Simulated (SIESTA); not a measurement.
The system is Hf.

```
Hf
1.0
    -1.80500    1.80500    1.80500
     1.80500   -1.80500    1.80500
     1.80500    1.80500   -1.80500
Hf
1
Direct
  0.00000 0.00000 0.00000
```

This isn't the form of Hf at room conditions, which is hcp.

```yaml
Program: SIESTA 5.4.2
Task: relaxation of cell and atoms
Functional: PBE
Potentials_or_basis: PseudoDojo 0.4 standard (PBE files)
Basis: DZ (energy shift 0.003 Ry; two zetas on semicore shells)
Grid_cutoff: 800 Ry
Energy_shift: 0.003 Ry
k_mesh: 7 × 7 × 7
Occupations: fermi-dirac, width 0.05 eV
Spin: no spin polarisation
```

At the start: pressure -5.6 GPa; volume 23.52 Å³/atom.

Question: How do energy, volume and symmetry change on relaxing?

Answer: Over 4 steps the energy falls by 20.5 meV/atom and the volume is 22.36 Å³/atom (-4.9 %); space group Im-3m (No. 229, to 0.05 Å).

The path:
| step | energy change (eV) | largest force (eV/Å) | pressure (GPa) | volume (Å³) |
| --- | --- | --- | --- | --- |
| 1 | 0.0000 | 0.0000 | -5.62 | 23.52 |
| 2 | -0.0187 | 0.0000 | -1.97 | 22.72 |
| 3 | -0.0041 | 0.0000 | 5.34 | 21.47 |
| 4 | -0.0205 | 0.0000 | -0.06 | 22.36 |

Final structure:
```
Hf
1.0
    -1.77478    1.77478    1.77478
     1.77478   -1.77478    1.77478
     1.77478    1.77478   -1.77478
Hf
1
Direct
  0.00000 0.00000 0.00000
```

Caveat: the basis has no polarisation orbitals; short orbitals over semicore shells can move pressures by several GPa; the basis of atomic orbitals isn't converged, which shifts pressures, moduli and gaps.
